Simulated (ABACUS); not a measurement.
Runs of ABACUS 3.10.1 on NiO. It takes space group Fm-3m (No. 225, cubic). Conventional cell: a = 4.172 Å, b = 4.172 Å, c = 4.172 Å, α = 90.00°, β = 90.00°, γ = 90.00°. Around Ni (site symmetry m-3m) lie 6 O at 2.09 Å. O (site symmetry m-3m) has 6 Ni at 2.09 Å as nearest neighbours. 

```csv
level,share of exact exchange,screening of the exchange,threshold of the auxiliary basis,gap on the mesh (eV),moment (μB)
"HSE-type (share 0.1, screening 0.11/bohr)",0.1,0.11 1/bohr,0.001,(b),2.00
"HSE-type (share 0.25, screening 0.11/bohr)",0.25,0.11 1/bohr,0.001,2.26,2.00
"HSE-type (share 0.4, screening 0.11/bohr)",0.4,0.11 1/bohr,0.001,4.12,2.00
PBE,-,-,-,none,(a)
```

Alike in all rows: task single point; potentials or basis SG15 ONCV 1.2 PBE, DZP LCAO (the cutoffs set its grid); spin collinear, ferromagnetic start; cell as given; k mesh 5 × 5 × 5; cutoff (eV) 1361; smearing fermi-dirac 0.05 eV; the mesh is coarse, so values aren't converged.

Task: Estimate the missing entries.

Result: (a) 1.22; (b) 0.49.

Caveats: all runs use coarse meshes; the atomic orbitals were generated for these runs and aren't a published set; the basis of atomic orbitals isn't converged, which shifts pressures, moduli and gaps; a cell with one magnetic atom can't hold antiferromagnetic order, which such compounds often take; gaps of hybrids in this basis differ from plane-wave ones by up to 0.1 eV (some runs); an odd mesh through Γ misses points on the zone boundary, where band edges often lie (some runs); semilocal functionals often make such compounds metallic where correlation or magnetic order opens a gap, which also shifts bond lengths (some runs).

A gap of «none» marks a metal or a gap under the smearing width.
